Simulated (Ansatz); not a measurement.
# Relaxing Sr

Computed with DFT PBEsol, scalar-relativistic, plane waves, PAW (Ansatz 0.2.0). Settings: 420 eV cutoff, 10×10×10 k-mesh, Gaussian smearing of 0.10 eV, no spin polarisation.

What was changed in Sn: Sn → Sr on all its sites, cell and atoms relaxed.

Command:

```bash
ansatz run input.yaml --threads 1 --pin off --max-ram 2560MiB --backend cpu --events-out ev --progress --plain --runs-dir out
```

Input:

```yaml
crystal:
  lattice:
    - [0.0, 4.1367333418, 4.1367333418]
    - [4.1367333418, 0.0, 4.1367333418]
    - [4.1367333418, 4.1367333418, 0.0]
  atoms:
    - { symbol: Sr, position: [0.0, 0.0, 0.0] }
    - { symbol: Sr, position: [0.25, 0.25, 0.25] }
basis:
  ecutwfc: 420
kpoints:
  mp_grid: { grid: [10, 10, 10] }
hamiltonian:
  xc: pbesol
scf:
  occupations: { method: gaussian, width: 0.1 }
output:
  forces: true
  stress: true
  eigenvalues: true
relax:
  adjacent_minimum: "off"
  f_tol: 0.01
  max_steps: 60
  cell: { stress_tol: 0.1 }
```

F is the free energy. Steps run on the plane waves of an earlier cell, but the last one, and at times one on the way, on a freshly chosen basis, so a repeated geometry can differ a little in energy.

Steps:

| step | F − F(1) (eV) | largest force component (eV/Å) | V (Å³/atom) | P (GPa) |
| --- | --- | --- | --- | --- |
| 1 | 0.0000 | 0.000 | 70.790 | 1.27 |
| 2 | -0.0616 | 0.000 | 74.948 | 1.11 |
| 3 | -0.1843 | 0.000 | 86.225 | 0.62 |
| 4 | -0.2427 | 0.000 | 98.580 | 0.16 |
| 5 | -0.2475 | 0.000 | 103.615 | 0.00 |
| 6 | -0.2487 | 0.000 | 103.615 | 0.01 |

Relaxed structure:

```cif
data_structure
_symmetry_space_group_name_H-M 'P 1'
_symmetry_Int_Tables_number 1
_cell_length_a 6.6424
_cell_length_b 6.6424
_cell_length_c 6.6424
_cell_angle_alpha 60.000
_cell_angle_beta 60.000
_cell_angle_gamma 60.000
_cell_volume 207.23
loop_
_atom_site_label
_atom_site_type_symbol
_atom_site_fract_x
_atom_site_fract_y
_atom_site_fract_z
_atom_site_occupancy
Sr1 Sr 0.00000 0.00000 0.00000 1
Sr2 Sr 0.25000 0.25000 0.25000 1
```

Symmetry: Fd-3m, No. 227, cubic system. Conventional cell: a = 9.394 Å, b = 9.394 Å, c = 9.394 Å, α = 90.00°, β = 90.00°, γ = 90.00°. Around Sr (site symmetry -43m) lie 4 Sr at 4.07 Å.

The run converged. It took 67 s on 1 thread of Arm Neoverse N1, on a shared host, peak memory 0.45 GiB.